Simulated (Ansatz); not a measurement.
Si2C: balancing the decomposition

The calculation used Ansatz, DFT PBE, scalar-relativistic, plane waves, PAW. All cells share a 420 eV cutoff and Γ-centred k meshes spaced at most about 0.3 Å⁻¹ (about 0.25 or finer for metals, 2π included). No spin polarisation.

Formation energies are uncorrected and refer to the elements' standard structures at the same level.

Temperature and zero-point effects are left out. The reference form of C is held partly by dispersion forces, which this level lacks.

A trial structure of Si2C (reached from: Si and C ordered on hcp sites; relaxed: space group P-6m2 (No. 187), a = 3.013 Å, c = 9.886 Å) has a formation energy of 0.243 eV/atom. It holds Si–Si units of three or more atoms (shortest 2.38 Å). At its composition the lowest mixture among the elements and 2 reference phases computed alike (others may be missing) consists of these:

```tsv
phase	source	ΔE_f (eV/atom)
Si (solid)	element	-0.001
SiC (P6_3mc)	Materials Project	-0.204
```

The lowest database cell of Si (-0.001) lies slightly below the reference, hence the non-zero entry.

Question: Write the balanced decomposition and find its energy per atom, per formula unit and per mole of formula units.

Answer: Balancing Si and C gives Si2C → Si + SiC. The left side holds 3 atoms, and the products take 1/3 (Si) and 2/3 (SiC) of them. The mixture therefore lies at 1/3 × (-0.001) + 2/3 × (-0.204) = -0.136 eV/atom. The reaction energy is -0.136 − (0.243) = -0.379 eV/atom. Times 3 atoms that is -1.137 eV per Si2C, and times 96.485 it is -110 kJ per mole of Si2C. Decomposition is downhill, so the trial structure is unstable against this mixture.
